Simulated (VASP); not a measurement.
# ZnS (P6_3mc) in VASP: notebook

One crystal, ZnS, is run at these levels: PBEsol; tasks: single point.

All numbers are computed with VASP 6.6.1; they aren't measurements. Logs are shortened: lines on timing, memory, paths and dates and some standing lists are left out, and cuts for length are marked.

**The experiment to reproduce.**

A printed reference work, monograph reports, for a bulk crystal of ZnS at 4 K: band gap 3.911 eV (direct).

The results are compared with them further down.

## Step 1: The crystal as given

The structure is hexagonal, space group P6_3mc (No. 186). Conventional cell: a = 3.782 Å, b = 3.782 Å, c = 6.209 Å, α = 90.00°, β = 90.00°, γ = 120.00°. Zn (site symmetry 3m) is surrounded by 4 S at 2.32 Å. Around S (site symmetry 3m) lie 4 Zn at 2.32 Å.

## Step 2: Single point, PBEsol

INCAR reads:

```
PREC = Accurate
ENCUT = 520
EDIFF = 1E-6
ISMEAR = 0
SIGMA = 0.01
LREAL = False
LASPH = True
NELM = 100
ALGO = Fast
ISIF = 2
LWAVE = False
LCHARG = False
GGA = PS
NBANDS = 26
```

KPOINTS reads:

```
Automatic mesh
0
Gamma
  8 8 4
```

POSCAR reads:

```
ZnS
1.0
    3.7815781029      0.0000000000      0.0000000000
   -1.8907890514      3.2749427035      0.0000000000
    0.0000000000      0.0000000000      6.2089610191
Zn S
2 2
Direct
    0.3333333333      0.6666666667      0.0054423638
    0.6666666667      0.3333333333      0.5054423638
    0.3333333333      0.6666666667      0.3795576362
    0.6666666667      0.3333333333      0.8795576362
```

Potentials or basis: VASP PAW PBE potentials, release 64 (Zn, S).

Started as:

```bash
$ cat potpaw_PBE.64/Zn/POTCAR potpaw_PBE.64/S/POTCAR > POTCAR
$ mpirun -np 1 vasp_std > vasp.out
```

OUTCAR:

```text
PREC = Accurate
   ENCUT = 520
   EDIFF = 1E-6
   ISMEAR = 0
   LREAL = False
   LASPH = True
   NELM = 100
   ISIF = 2
   GGA = PS

 ion  position               nearest neighbor table
   1  0.333  0.667  0.005-   4 2.32   4 2.32   4 2.32   3 2.32
   2  0.667  0.333  0.505-   3 2.32   3 2.32   3 2.32   4 2.32
   3  0.333  0.667  0.380-   2 2.32   2 2.32   2 2.32   1 2.32
   4  0.667  0.333  0.880-   1 2.32   1 2.32   1 2.32   2 2.32

  LATTYP: Found a hexagonal cell.
 ALAT       =     3.7815781029
 C/A-ratio  =     1.6418968087

  Lattice vectors:

 A1 = (   3.7815781029,   0.0000000000,   0.0000000000)
 A2 = (  -1.8907890514,   3.2749427035,   0.0000000000)
 A3 = (   0.0000000000,   0.0000000000,   6.2089610191)

Analysis of symmetry for initial positions (statically):
=====================================================================
 Subroutine PRICEL returns:
 Original cell was already a primitive cell.

 Routine SETGRP: Setting up the symmetry group for a
 hexagonal supercell.

 Subroutine GETGRP returns: Found 12 space group operations
 (whereof  6 operations were pure point group operations)
 out of a pool of 24 trial point group operations.

The static configuration has the point symmetry C_3v.
 The point group associated with its full space group is C_6v.

Analysis of symmetry for dynamics (positions and initial velocities):
=====================================================================
 Subroutine PRICEL returns:
 Original cell was already a primitive cell.

 Routine SETGRP: Setting up the symmetry group for a
 hexagonal supercell.

 Subroutine GETGRP returns: Found 12 space group operations
 (whereof  6 operations were pure point group operations)
 out of a pool of 24 trial point group operations.

The dynamic configuration has the point symmetry C_3v.
 The point group associated with its full space group is C_6v.

 Subroutine INISYM returns: Found 12 space group operations
 (whereof  6 operations are pure point group operations),
 and found     1 'primitive' translations

----------------------------------------------------------------------------------------

                                     Primitive cell

  volume of cell :      76.8946

  direct lattice vectors                    reciprocal lattice vectors
     3.781578103  0.000000000  0.000000000     0.264439864  0.152674427  0.000000000
    -1.890789051  3.274942703  0.000000000     0.000000000  0.305348854  0.000000000
     0.000000000  0.000000000  6.208961019     0.000000000  0.000000000  0.161057542

[... 90 lines left out ...]
   NSW    =      0    number of steps for IOM
   IBRION =     -1    ionic relax: 0-MD 1-quasi-New 2-CG
   NFREE  =      0    steps in history (QN), initial steepest desc. (CG)
   ISIF   =      2    stress and relaxation
   ISYM   =      2    0-nonsym 1-usesym 2-fastsym
   POTIM  = 0.5000    time-step for ionic-motion
   TEBEG  =    0.0;   TEEND  =   0.0 temperature during run
   PSTRESS=    0.0 pullay stress
   NELECT =      36.0000    total number of electrons
   NUPDOWN=      -1.0000    fix difference up-down
   EMIN   =  10.00;   EMAX   =-10.00  energy-range for DOS
   EFERMI =   0.00;   METHOD = LEGACY
   ISMEAR =     0;   SIGMA  =   0.01  broadening in eV -4-tet -1-fermi 0-gaus
   EFERMI_NEDOS =   21; number of points for ismear=-14 and -15
   IALGO  =     68    algorithm
   IMIX   =      4    mixing-type and parameters
     AMIX     =   0.40;   BMIX     =  1.00
     AMIX_MAG =   1.60;   BMIX_MAG =  1.00
  volume/ion in A,a.u.               =      19.22       129.73
  Fermi-wavevector in a.u.,A,eV,Ry     =   1.271190  2.402201 21.985977  1.615924
  Thomas-Fermi vector in A             =   2.404136
   LORBIT       =      0    0 simple, 1 ext, 2 COOP (PROOUT), +10 PAW based schemes
   GGA     = PS    functional components
   LHFCALC =     F    Hartree Fock is set to
   AEXX    =    0.0000 exact exchange contribution
   IVDW    =     0    specifies the selected vdW correction
   LEPSILON=     F    determine dielectric tensor
   LRPA    =     F    only Hartree local field effects (RPA)
 non-spin polarized calculation
 RMM-DIIS sequential band-by-band and
 Gauss-broadening in eV      SIGMA  =   0.01
  energy-cutoff  :      520.00
  volume of cell :       76.89
 maximum number of plane-waves:      2081
   NGX = 15   NGY = 15   NGZ = 23

 number of electron      36.0000003 magnetization

 Free energy of the ion-electron system (eV)
  ---------------------------------------------------
  ext. energy  EPLUGINS =         0.00000000
  ---------------------------------------------------
  free energy    TOTEN  =       -15.16704271 eV

  energy without entropy =      -15.16704271  energy(sigma->0) =      -15.16704271

 E-fermi :   2.3410     XC(G=0):  -9.9646

 val. band max:        2.2798040953   @ k =   0.0000   0.0000   0.0000
 cond. band min:       4.4402290532   @ k =   0.0000   0.0000   0.0000
 fundamental gap:      2.1604249578
 Fermi energy:         2.3409506666

 k-point     1 :       0.0000    0.0000    0.0000
  band No.  band energies     occupation
      1     -11.0891      2.00000
      2     -10.0929      2.00000
      3      -4.2089      2.00000
      4      -4.1922      2.00000
      5      -4.1922      2.00000
      6      -4.1065      2.00000
[... 685 lines left out ...]
     25      11.0761      0.00000
     26      11.0761      0.00000

 [... further k-points ...]

------------------------ aborting loop because EDIFF is reached ----------------------------------------

  FORCE on cell =-STRESS in cart. coord.  units (eV):
  Direction    XX          YY          ZZ          XY          YZ          ZX
  --------------------------------------------------------------------------------------
  -------------------------------------------------------------------------------------
  Total        0.0323793      0.0323793      0.0135007      0.0000000      0.0000000      0.0000000
  in kB        0.6746567      0.6746567      0.2813009      0.0000000      0.0000000      0.0000000
  external PRESSURE =       0.5435381 kB  Pullay stress =       0.0000000 kB

 VOLUME and BASIS-vectors are now :
 -----------------------------------------------------------------------------
  energy-cutoff  :      520.00
  volume of cell :       76.89
      direct lattice vectors                 reciprocal lattice vectors
     3.781578103  0.000000000  0.000000000     0.264439864  0.152674427  0.000000000
    -1.890789051  3.274942703  0.000000000     0.000000000  0.305348854  0.000000000
     0.000000000  0.000000000  6.208961019     0.000000000  0.000000000  0.161057542

 POSITION                                       TOTAL-FORCE (eV/Angst)
 -----------------------------------------------------------------------------------
     -0.00000      2.18330      0.03379        -0.000000      0.000000      0.000856
      1.89079      1.09165      3.13827         0.000000     -0.000000      0.000856
     -0.00000      2.18330      2.35666         0.000000     -0.000000     -0.000856
      1.89079      1.09165      5.46114        -0.000000      0.000000     -0.000856
 -----------------------------------------------------------------------------------
    total drift:                               -0.000000     -0.000000     -0.000035

  FREE ENERGIE OF THE ION-ELECTRON SYSTEM (eV)
  ---------------------------------------------------
  free  energy   TOTEN  =       -15.1670427135 eV

  energy  without entropy=      -15.1670427135  energy(sigma->0) =      -15.16704271
```

It took 28 s on 1 thread of Intel Xeon 6975P-C (Granite Rapids), shared host; peak memory 0.21 GiB.

What came out:

| Property | Result |
| --- | --- |
| Free energy | -15.1670 eV |
| Pressure | 0.1 GPa |
| Band gap on the k mesh | 2.16 eV, direct |

Levels at points of the mesh, in eV from the valence-band top:
| k point | band 14 | band 15 | band 16 | band 17 | band 18 | band 19 | band 20 | band 21 | band 22 | band 23 |
| --- | --- | --- | --- | --- | --- | --- | --- | --- | --- | --- |
| (0.00, 0.00, 0.00) | -0.94 | -0.94 | -0.09 | 0.00 | 0.00 | 2.16 | 3.03 | 6.21 | 6.21 | 6.46 |
| (0.50, 0.00, 0.00) | -4.26 | -3.43 | -2.35 | -1.80 | -0.93 | 3.52 | 4.20 | 4.96 | 6.80 | 7.40 |
| (0.00, 0.00, 0.50) | -2.97 | -0.49 | -0.49 | -0.49 | -0.49 | 3.51 | 3.51 | 6.67 | 6.67 | 6.67 |
| (0.50, 0.00, 0.50) | -5.03 | -1.72 | -1.72 | -1.69 | -1.69 | 3.41 | 3.41 | 5.10 | 5.10 | 8.76 |

Caveat: the PAW data sets were made with another functional, which shifts forces and pressure a little.

## Step 3: Single point, PBEsol (equal xy, yz and zx engineering shears of -0.5 %)

INCAR reads:

```
SYSTEM = ZnS
PREC = Accurate
ENCUT = 520
EDIFF = 1E-6
ISMEAR = 0
SIGMA = 0.01
LREAL = .FALSE.
LASPH = .TRUE.
NELM = 100
ALGO = Fast
ISIF = 2
LWAVE = .FALSE.
LCHARG = .FALSE.
GGA = PS
NBANDS = 26
```

KPOINTS reads:

```
regular mesh
0
G
  8 8 4
  0 0 0
```

POSCAR reads:

```
ZnS
1.0
    3.7815781029     -0.0094539452     -0.0094539453
   -1.8989764082      3.2796696761     -0.0034603841
   -0.0155224026     -0.0155224026      6.2089610191
Zn S
2 2
Direct
    0.3339645925      0.6671286976      0.0054507994
    0.6673105783      0.3338047576      0.5054496739
    0.3338749244      0.6662098209      0.3795503066
    0.6648499048      0.3328567239      0.8795492201
```

Potentials or basis: VASP PAW PBE potentials, release 64 (Zn, S).

Started as:

```bash
$ cat potpaw_PBE.64/Zn/POTCAR potpaw_PBE.64/S/POTCAR > POTCAR
$ mpirun -np 1 vasp_std > vasp.out
```

It took 2.4 min on 1 thread of Intel Xeon 6975P-C (Granite Rapids), shared host; peak memory 0.34 GiB.

It converged, with:

```
Free energy            : -15.1665 eV
Pressure               : 0.1 GPa
Band gap on the k mesh : 2.15 eV, direct
```

Stress tensor (GPa, compression positive):
```
0.07 0.17 0.14
0.17 0.07 0.14
0.14 0.14 0.04
```

Levels at points of the mesh, in eV from the valence-band top:
```tsv
k point	band 16	band 17	band 18	band 19	band 20	band 21
(0.00, 0.00, 0.00)	-0.11	-0.02	0.00	2.15	3.02	6.17
(0.50, 0.00, 0.00)	-2.38	-1.80	-0.96	3.47	4.16	4.93
(0.00, 0.50, 0.00)	-2.36	-1.81	-0.94	3.50	4.19	4.95
(0.50, 0.50, 0.00)	-2.34	-1.82	-0.92	3.54	4.22	4.97
(0.00, 0.00, 0.50)	-0.52	-0.49	-0.49	3.50	3.50	6.63
(0.50, 0.00, 0.50)	-1.73	-1.73	-1.70	3.37	3.41	5.04
(0.00, 0.50, 0.50)	-1.72	-1.71	-1.70	3.38	3.41	5.06
(0.50, 0.50, 0.50)	-1.73	-1.68	-1.68	3.40	3.41	5.08
```

Caveat: the PAW data sets were made with another functional, which shifts forces and pressure a little.

## Step 4: How close it comes

Step 2. Measured gap of ZnS: 3.911 eV (direct; 4 K; a printed reference work, monograph). This calculation gives 2.16 eV (-1.75 eV). The value is that of PBEsol, without temperature or zero-point motion. Semilocal functionals fall short of measured gaps as a rule.
